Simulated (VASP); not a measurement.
# BP in VASP: a series of runs, part 2 of 2

VASP 6.6.1. The steps go on from the part before.

### 3 Work function, HSE06

Contents of POSCAR:

```
BP                                      
1.0
    3.1991740243      0.0000000000      0.0000000000
   -1.5995870122      2.7705659741      0.0000000000
    0.0000000000      0.0000000000     16.0000000000
  B               P             
     1     1
Direct
     0.3333330000000032    0.6666669999999968    0.5000000000000000
     0.6666669999999968    0.3333330000000032    0.5000000000000000
```

Contents of INCAR.step1:

```
SYSTEM = BP
PREC = Accurate
ENCUT = 520
EDIFF = 1E-5
ISMEAR = 0
SIGMA = 0.03
LREAL = .False.
LASPH = .True.
NELM = 80
ALGO = Normal
ISIF = 2
LWAVE = .True.
LDIPOL = .True.
IDIPOL = 3
DIPOL = 0.5 0.5 0.500
GGA = PE
KPAR = 4
```

Contents of INCAR.step2:

```
SYSTEM = BP
PREC = Accurate
ENCUT = 520
EDIFF = 1E-7
ISMEAR = 0
SIGMA = 0.03
LREAL = .False.
LASPH = .True.
NELM = 80
ALGO = Normal
ISIF = 2
LWAVE = .False.
LCHARG = .True.
LDIPOL = .True.
IDIPOL = 3
DIPOL = 0.5 0.5 0.500
GGA = PE
LHFCALC = .True.
HFSCREEN = 0.2
PRECFOCK = Fast
LVHAR = .True.
LVACPOTAV = .True.
ISTART = 1
KPAR = 4
```

Contents of KPOINTS:

```
regular mesh
0
Gamma
  6 6 1
  0 0 0
```

Potentials or basis: VASP PAW PBE potentials, release 64 (B, P).

Started as:

```
cat potpaw_PBE.64/B/POTCAR potpaw_PBE.64/P/POTCAR > POTCAR
cp INCAR.step1 INCAR
mpirun -np 4 vasp_std > vasp.out
cp INCAR.step2 INCAR
mpirun -np 4 vasp_std > vasp.out
```

OUTCAR:

```text
SYSTEM = BP
   PREC = Accurate
   ENCUT = 520
   EDIFF = 1E-7
   ISMEAR = 0
   LREAL = .False.
   LASPH = .True.
   NELM = 80
   ISIF = 2
   GGA = PE
   LHFCALC = .True.
   HFSCREEN = 0.2
   PRECFOCK = Fast
   ISTART = 1

 ion  position               nearest neighbor table
   1  0.333  0.667  0.500-   2 1.85   2 1.85   2 1.85
   2  0.667  0.333  0.500-   1 1.85   1 1.85   1 1.85

  LATTYP: Found a hexagonal cell.
 ALAT       =     3.1991740243
 C/A-ratio  =     5.0012909202

  Lattice vectors:

 A1 = (   3.1991740243,   0.0000000000,   0.0000000000)
 A2 = (  -1.5995870122,   2.7705659741,   0.0000000000)
 A3 = (   0.0000000000,   0.0000000000,  16.0000000000)

Analysis of symmetry for initial positions (statically):
=====================================================================
 Subroutine PRICEL returns:
 Original cell was already a primitive cell.

 Routine SETGRP: Setting up the symmetry group for a
 hexagonal supercell.

 Subroutine GETGRP returns: Found 12 space group operations
 (whereof 12 operations were pure point group operations)
 out of a pool of 24 trial point group operations.

The static configuration has the point symmetry D_3h.

Analysis of symmetry for dynamics (positions and initial velocities):
=====================================================================
 Subroutine PRICEL returns:
 Original cell was already a primitive cell.

 Routine SETGRP: Setting up the symmetry group for a
 hexagonal supercell.

 Subroutine GETGRP returns: Found 12 space group operations
 (whereof 12 operations were pure point group operations)
 out of a pool of 24 trial point group operations.

The dynamic configuration has the point symmetry D_3h.

 Subroutine INISYM returns: Found 12 space group operations
 (whereof 12 operations are pure point group operations),
 and found     1 'primitive' translations

----------------------------------------------------------------------------------------

                                     Primitive cell

  volume of cell :     141.8164

  direct lattice vectors                    reciprocal lattice vectors
     3.199174024  0.000000000  0.000000000     0.312580683  0.180468541  0.000000000
    -1.599587012  2.770565974  0.000000000     0.000000000  0.360937083  0.000000000
     0.000000000  0.000000000 16.000000000     0.000000000  0.000000000  0.062500000

  length of vectors
     3.199174024  3.199174023 16.000000000     0.360937082  0.360937083  0.062500000

  position of ions in fractional coordinates (direct lattice)
     0.333333000  0.666667000  0.500000000
     0.666667000  0.333333000  0.500000000

  ion indices of the primitive-cell ions
   primitive index   ion index
                 1           1
                 2           2

----------------------------------------------------------------------------------------

 KPOINTS: regular mesh

Automatic generation of k-mesh.
 Grid dimensions read from file:
 generate k-points for:    6    6    1
[... 31 lines left out ...]
   dimension x,y,z NGX =    24 NGY =   24 NGZ =  120
   dimension x,y,z NGXF=    48 NGYF=   48 NGZF=  240
   ions per type =               1   1
   NGX,Y,Z   is equivalent  to a cutoff of  12.47, 12.47, 12.47 a.u.
   NGXF,Y,Z  is equivalent  to a cutoff of  24.94, 24.94, 24.94 a.u.
 SYSTEM =  BP
   PREC   = accura    normal or accurate (medium, high low for compatibility)
   ISTART =      1    job   : 0-new  1-cont  2-samecut
   ICHARG =      0    charge: 1-file 2-atom 10-const
   ISPIN  =      1    spin polarized calculation?
   LNONCOLLINEAR =      F non collinear calculations
   LSORBIT =      F    spin-orbit coupling
   LASPH  =      T    aspherical Exc in radial PAW
   ENCUT  =  520.0 eV  38.22 Ry    6.18 a.u.   5.95  5.95 29.75*2*pi/ulx,y,z
   NELM   =     80;   NELMIN=  2; NELMDL=  0     # of ELM steps
   EDIFF  = 0.1E-06   stopping-criterion for ELM
   LREAL  =      F    real-space projection
   EDIFFG = 0.1E-05   stopping-criterion for IOM
   NSW    =      0    number of steps for IOM
   IBRION =     -1    ionic relax: 0-MD 1-quasi-New 2-CG
   NFREE  =      0    steps in history (QN), initial steepest desc. (CG)
   ISIF   =      2    stress and relaxation
   ISYM   =      3    0-nonsym 1-usesym 2-fastsym
   POTIM  = 0.5000    time-step for ionic-motion
   TEBEG  =    0.0;   TEEND  =   0.0 temperature during run
   PSTRESS=    0.0 pullay stress
   NELECT =       8.0000    total number of electrons
   NUPDOWN=      -1.0000    fix difference up-down
   EMIN   =  10.00;   EMAX   =-10.00  energy-range for DOS
   EFERMI =   0.00;   METHOD = LEGACY
   ISMEAR =     0;   SIGMA  =   0.03  broadening in eV -4-tet -1-fermi 0-gaus
   EFERMI_NEDOS =   21; number of points for ismear=-14 and -15
   IALGO  =     38    algorithm
   IMIX   =      1    mixing-type and parameters
     AMIX     =   0.40;   BMIX     =  1.00
     AMIX_MAG =   1.60;   BMIX_MAG =  1.00
  volume/ion in A,a.u.               =      70.91       478.51
  Fermi-wavevector in a.u.,A,eV,Ry     =   0.627860  1.186483  5.363525  0.394208
  Thomas-Fermi vector in A             =   1.689605
   LORBIT       =      0    0 simple, 1 ext, 2 COOP (PROOUT), +10 PAW based schemes
   GGA     = PE    functional components
   LHFCALC =     T    Hartree Fock is set to
   PRECFOCK=fast      Normal, Fast or Accurate (Low or Medium for compatibility)
   ENCUT4O =  -1.0   cutoff for four orbital integrals eV
   NKREDX  =     1    reduce k-point grid by
   NKREDY  =     1    reduce k-point grid by
   NKREDZ  =     1    reduce k-point grid by
   AEXX    =    0.2500 exact exchange contribution
   HFSCREEN=    0.2000 screening length (either q_TF or 0.3 A-1)
   HFSCREENC=   0.2000 screening length for correlation (either q_TF or 0.3 A-1)
   ENCUTFOCK=  -1.0 apply spherical cutoff to Coloumb kernel
   IVDW    =     0    specifies the selected vdW correction
   LEPSILON=     F    determine dielectric tensor
   LRPA    =     F    only Hartree local field effects (RPA)
 non-spin polarized calculation
 Gauss-broadening in eV      SIGMA  =   0.03
  energy-cutoff  :      520.00
  volume of cell :      141.82
 maximum number of plane-waves:      3846
 NGX is ok and might be reduce to    24
  NGX = 14; NGY = 14; NGZ = 70

 dipolmoment           0.000000      0.000000     -0.000000 electrons x Angstroem

 number of electron       8.0000000 magnetization

 dipolmoment           0.000000      0.000000      0.000000 electrons x Angstroem

 Free energy of the ion-electron system (eV)
  ---------------------------------------------------
  ext. energy  EPLUGINS =         0.00000000
  ---------------------------------------------------
  free energy    TOTEN  =       -13.97480902 eV

  energy without entropy =      -13.97480902  energy(sigma->0) =      -13.97480902

 E-fermi :  -3.2237     XC(G=0):  -2.2352

 val. band max:       -3.3967587514   @ k =   0.3333   0.3333   0.0000
 cond. band min:      -2.0323576587   @ k =   0.3333   0.3333   0.0000
 fundamental gap:      1.3644010927
 Fermi energy:        -3.2237467557

 k-point     1 :       0.0000    0.0000    0.0000
  band No.  band energies     occupation
      1     -18.8322      2.00000
      2      -8.2126      2.00000
      3      -5.4658      2.00000
      4      -5.4658      2.00000
      5       0.8486      0.00000
      6       2.0168      0.00000
      7       2.1869      0.00000
      8       2.1870      0.00000
[... 56 lines left out ...]
 k-point     7 :       0.3333    0.3333    0.0000
  band No.  band energies     occupation
      1     -14.9273      2.00000
      2     -12.4775      2.00000
      3     -10.5252      2.00000
      4      -3.3968      2.00000
      5      -2.0324      0.00000
      6       3.6763      0.00000
      7       4.9755      0.00000
      8       5.9907      0.00000

------------------------ aborting loop because EDIFF is reached ----------------------------------------

  FORCE on cell =-STRESS in cart. coord.  units (eV):
  Direction    XX          YY          ZZ          XY          YZ          ZX
  --------------------------------------------------------------------------------------
  -------------------------------------------------------------------------------------
  Total       -0.0642569     -0.0642569     -0.0120630      0.0000000      0.0000000     -0.0000000
  in kB       -0.7259454     -0.7259454     -0.1362820      0.0000000      0.0000000     -0.0000000
  external PRESSURE =      -0.5293909 kB  Pullay stress =       0.0000000 kB

 VOLUME and BASIS-vectors are now :
 -----------------------------------------------------------------------------
  energy-cutoff  :      520.00
  volume of cell :      141.82
      direct lattice vectors                 reciprocal lattice vectors
     3.199174024  0.000000000  0.000000000     0.312580683  0.180468541  0.000000000
    -1.599587012  2.770565974  0.000000000     0.000000000  0.360937083  0.000000000
     0.000000000  0.000000000 16.000000000     0.000000000  0.000000000  0.062500000

 POSITION                                       TOTAL-FORCE (eV/Angst)
 -----------------------------------------------------------------------------------
     -0.00000      1.84704      8.00000         0.000000     -0.000000      0.000000
      1.59959      0.92352      8.00000        -0.000000      0.000000      0.000000
 -----------------------------------------------------------------------------------
    total drift:                               -0.000133      0.000053      0.000000

  FREE ENERGIE OF THE ION-ELECTRON SYSTEM (eV)
  ---------------------------------------------------
  free  energy   TOTEN  =       -13.9748090159 eV

  energy  without entropy=      -13.9748090159  energy(sigma->0) =      -13.97480902

 vacuum level on the upper side and lower side of the slab         2.029         2.029
```

It took 76 s on 4 MPI ranks of Intel Xeon Platinum 8375C at 2.90GHz (Ice Lake), shared host; peak memory 0.32 GiB.

What came out:

* Free energy: -13.9748 eV
* Band gap on the k mesh: 1.36 eV, direct
* Ionisation potential of the upper face: 5.43 eV

Caveat: the PAW data sets were made with another functional, which shifts forces and pressure a little.

### 4 Work function, PBE

Contents of INCAR:

```
SYSTEM = BP
PREC = Accurate
ENCUT = 520
EDIFF = 1E-7
ISMEAR = 0
SIGMA = 0.03
LREAL = .False.
LASPH = .True.
NELM = 80
ALGO = Normal
ISIF = 2
LWAVE = .False.
LCHARG = .True.
LDIPOL = .True.
IDIPOL = 3
DIPOL = 0.5 0.5 0.500
GGA = PE
LVHAR = .True.
LVACPOTAV = .True.
KPAR = 4
```

Contents of KPOINTS:

```
regular mesh
0
Gamma
  12 12 1
  0 0 0
```

POSCAR is that of step 3.

Potentials or basis: VASP PAW PBE potentials, release 64 (B, P).

Started as:

```
cat potpaw_PBE.64/B/POTCAR potpaw_PBE.64/P/POTCAR > POTCAR
mpirun -np 4 vasp_std > vasp.out
```

OUTCAR:

```text
SYSTEM = BP
   PREC = Accurate
   ENCUT = 520
   EDIFF = 1E-7
   ISMEAR = 0
   LREAL = .False.
   LASPH = .True.
   NELM = 80
   ISIF = 2
   GGA = PE

 ion  position               nearest neighbor table
   1  0.333  0.667  0.500-   2 1.85   2 1.85   2 1.85
   2  0.667  0.333  0.500-   1 1.85   1 1.85   1 1.85

  LATTYP: Found a hexagonal cell.
 ALAT       =     3.1991740243
 C/A-ratio  =     5.0012909202

  Lattice vectors:
[... 394 lines left out ...]

  FORCE on cell =-STRESS in cart. coord.  units (eV):
  Direction    XX          YY          ZZ          XY          YZ          ZX
  --------------------------------------------------------------------------------------
  -------------------------------------------------------------------------------------
  Total        0.4294357      0.4294357     -0.0089548     -0.0000000     -0.0000000      0.0000000
  in kB        4.8515705      4.8515705     -0.1011669     -0.0000000     -0.0000000      0.0000000
  external PRESSURE =       3.2006580 kB  Pullay stress =       0.0000000 kB

 VOLUME and BASIS-vectors are now :
 -----------------------------------------------------------------------------
  energy-cutoff  :      520.00
  volume of cell :      141.82
      direct lattice vectors                 reciprocal lattice vectors
     3.199174024  0.000000000  0.000000000     0.312580683  0.180468541  0.000000000
    -1.599587012  2.770565974  0.000000000     0.000000000  0.360937083  0.000000000
     0.000000000  0.000000000 16.000000000     0.000000000  0.000000000  0.062500000

 POSITION                                       TOTAL-FORCE (eV/Angst)
 -----------------------------------------------------------------------------------
     -0.00000      1.84704      8.00000         0.000000      0.000000      0.000000
      1.59959      0.92352      8.00000        -0.000000      0.000000      0.000000
 -----------------------------------------------------------------------------------
    total drift:                               -0.000143      0.000083      0.000000

  FREE ENERGIE OF THE ION-ELECTRON SYSTEM (eV)
  ---------------------------------------------------
  free  energy   TOTEN  =       -12.1696711993 eV

  energy  without entropy=      -12.1696711993  energy(sigma->0) =      -12.16967120

 vacuum level on the upper side and lower side of the slab         2.020         2.020
```

OSZICAR:

```text
N       E                     dE             d eps       ncg     rms          rms(c)
DAV:   1     0.479050828466E+02    0.47905E+02   -0.28371E+03   304   0.687E+02
DAV:   2    -0.100810707209E+02   -0.57986E+02   -0.54004E+02   472   0.111E+02
DAV:   3    -0.130460970721E+02   -0.29650E+01   -0.29646E+01   464   0.398E+01
[... 13 lines left out ...]
DAV:  17    -0.121696640078E+02   -0.23634E-04   -0.16890E-06   416   0.456E-03    0.780E-04
DAV:  18    -0.121696698688E+02   -0.58610E-05   -0.22940E-07   440   0.193E-03    0.203E-04
DAV:  19    -0.121696710404E+02   -0.11716E-05   -0.35497E-08   416   0.836E-04    0.929E-05
DAV:  20    -0.121696711758E+02   -0.13541E-06   -0.25267E-09   496   0.207E-04    0.142E-05
DAV:  21    -0.121696711993E+02   -0.23502E-07   -0.41067E-10   408   0.739E-05
   1 F= -.12169671E+02 E0= -.12169671E+02  d E =-.148209E-19
```

stdout:

```text
POSCAR found type information on POSCAR B P
 POSCAR found :  2 types and       2 ions
 scaLAPACK will be used
 LDA part: xc-table for (Slater+PW92), standard interpolation
 POSCAR, INCAR and KPOINTS ok, starting setup
 FFT: planning ... GRIDC
 FFT: planning ... GRID_SOFT
 FFT: planning ... GRID
 WAVECAR not read
 entering main loop
 -----------------------------------------------------------------------------
|                                                                             |
|           W    W    AA    RRRRR   N    N  II  N    N   GGGG   !!!           |
|           W    W   A  A   R    R  NN   N  II  NN   N  G    G  !!!           |
|           W    W  A    A  R    R  N N  N  II  N N  N  G       !!!           |
|           W WW W  AAAAAA  RRRRR   N  N N  II  N  N N  G  GGG   !            |
|           WW  WW  A    A  R   R   N   NN  II  N   NN  G    G                |
|           W    W  A    A  R    R  N    N  II  N    N   GGGG   !!!           |
|                                                                             |
|     Did not find any points to average over, which means that no vacuum     |
|     field-free region was found. Please increase the size of  your cell     |
|     in the dimension of the dipole correction to obtain accurate            |
|     workfunction values.                                                    |
|                                                                             |
 -----------------------------------------------------------------------------
```

Wall time 19 s (4 MPI ranks of Intel Xeon Platinum 8375C at 2.90GHz (Ice Lake), shared host); peak memory 0.23 GiB.

What came out:

```yaml
Free_energy: -12.1697 eV
Band_gap_on_the_k_mesh: 0.89 eV, direct
Ionisation_potential_of_the_upper_face: 5.11 eV
```

Levels at points of the mesh, in eV from the valence-band top:
| k point | band 1 | band 2 | band 3 | band 4 | band 5 | band 6 | band 7 | band 8 |
| --- | --- | --- | --- | --- | --- | --- | --- | --- |
| (0.00, 0.00, 0.00) | -13.74 | -4.19 | -1.64 | -1.64 | 3.74 | 4.70 | 4.70 | 4.96 |
| (0.50, 0.00, 0.00) | -10.92 | -8.35 | -3.64 | -1.07 | 1.47 | 2.89 | 7.87 | 8.81 |

### 5 The runs side by side

| level | k mesh | grid for exact exchange (PRECFOCK) | screening parameter | gap on the mesh (eV) |
| --- | --- | --- | --- | --- |
| PBEsol | 12 × 12 × 1 | - | - | 0.87 |
| HSE06 | 6 × 6 × 1 | Fast | 0.2 1/A | 1.36 |
| PBE | 12 × 12 × 1 | - | - | 0.89 |

Alike in all rows: task work function; potentials or basis VASP PAW PBE potentials, release 64 (B, P); no spin polarisation; cell as given; cutoff (eV) 520; smearing gaussian 0.03 eV.

On the cell as given the gap runs from 0.87 eV (PBEsol) to 1.36 eV (HSE06); the meshes differ, which moves gaps too.

Caveats: the PAW data sets were made with another functional, which shifts forces and pressure a little (some runs).

Absolute energies hang on the potentials; compare differences alone.
